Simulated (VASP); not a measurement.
Wanted: the native input for a VASP 6.6.1 run.

* Task: relaxation of cell and atoms
* Functional: PBE
* Potentials or basis: VASP PAW PBE potentials, release 64 (W_sv_GW)
* Cutoff: 600 eV
* k mesh: 12 × 12 × 12
* Occupations: fermi-dirac, width 0.05 eV
* Spin: no spin polarisation
* Further INCAR settings: ALGO = Normal; EDIFF = 1e-06; IBRION = 2; EDIFFG = -0.01; NSW = 40; ISIF = 3

The structure of W lies in POSCAR:

```
W
1.0
   -1.5823450000      1.5823450000      1.5823450000
    1.5823450000     -1.5823450000      1.5823450000
    1.5823450000      1.5823450000     -1.5823450000
W
1
Direct
    0.0000000000      0.0000000000      0.0000000000
```

The input as run:

INCAR

```
  PREC = Accurate
  ENCUT = 600
  EDIFF = 1E-6
  ISMEAR = -1
  SIGMA = 0.05
  LREAL = False
  LASPH = True
  NELM = 100
  ALGO = Normal
  ISIF = 3
  LWAVE = False
  LCHARG = False
  GGA = PE
  IBRION = 2
  NSW = 40
  EDIFFG = -0.01
```

KPOINTS

```
Automatic mesh
0
Gamma
  12 12 12
```

Potentials or basis: VASP PAW PBE potentials, release 64 (W_sv_GW).

Launch:

```console
$ cat potpaw_PBE.64/W_sv_GW/POTCAR > POTCAR
$ mpirun -np 1 vasp_std > vasp.out
```

It gave:

```
Relaxed volume                         : 16.10 Å³/atom
Relaxed cell                           : a = 2.755 Å, b = 2.755 Å, c = 2.755 Å, α = 109.47°, β = 109.47°, γ = 109.47°
Space group after relaxing (to 0.05 Å) : Im-3m (No. 229)
Energy gained by relaxing              : 3.6 meV/atom
Ionic steps                            : 3
Pressure after relaxing                : -0.1 GPa
Band gap on the k mesh                 : none (metal or under the smearing width)
```

It took 26 s on 1 thread of Intel(R) Xeon(R) Platinum 8375C CPU @ 2.90GHz (Ice Lake) (shared host), peak memory 0.15 GiB.
